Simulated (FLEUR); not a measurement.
# MoS2 in FLEUR: convergence with Kmax

MoS2:

```
CELL_PARAMETERS angstrom
1.58000 0.91221 6.15000
-1.58000 0.91221 6.15000
0.00000 -1.82443 6.15000
ATOMIC_POSITIONS crystal
Mo 0.00109 0.99465 0.00229
S 0.39382 0.43175 0.43359
S 0.24200 0.24394 0.26031
```

The cell isn't the ideal one: atoms moved at random.

| Property | Result |
| --- | --- |
| Program | FLEUR MaX-R8.1 (later development tree) |
| Task | convergence study |
| Functional | PBEsol |
| Potentials or basis | all-electron |
| Basis | FLAPW |
| Kmax | 2.6 1/bohr |
| k mesh | 4 × 4 × 4 |
| Occupations | fermi-dirac, width 0.05 eV |
| Spin | no spin polarisation |

These are the settings of the first run; the series varies Kmax, with any setting tied to it.

Hardware: 1 thread of Arm Neoverse V2, on a shared host.

Task: The values tried are 2.6, 3, 3.4, 3.8, 4.2, 4.6, 5, 5.5, loosest first. From which on does the largest force stay within 0.005 eV/Å of the tightest run that finished?

Result: From 3 on.

```tsv
Kmax	energy less the tightest run, at zero smearing (meV/atom)	largest force (eV/Å)	gap on the mesh (eV)	SCF cycles	CPU time (s)	peak memory (GiB)
2.6	1245.78	0.976	1.286	21	220	0.3
3	305.39	1.202	1.154	21	240	0.3
3.4	68.89	1.205	1.152	21	260	0.3
3.8	14.36	1.203	1.153	22	310	0.3
4.2	2.94	1.202	1.152	23	410	0.31
4.6	0.46	1.201	1.151	22	500	0.3
5	0.00	1.201	1.151	22	720	0.3
5.5	timed out after 1100 s	-	-	-	-	-
```

Against the tightest run, the energy stays within 1 meV/atom from 4.6 on; the gap on the mesh stays within 0.01 eV from 3 on. The tightest run that finished is the yardstick and may itself not be fully converged.

Caveat, for the tightest run too: the k mesh is coarse (spacing up to 0.58 Å⁻¹), so the values aren't converged.
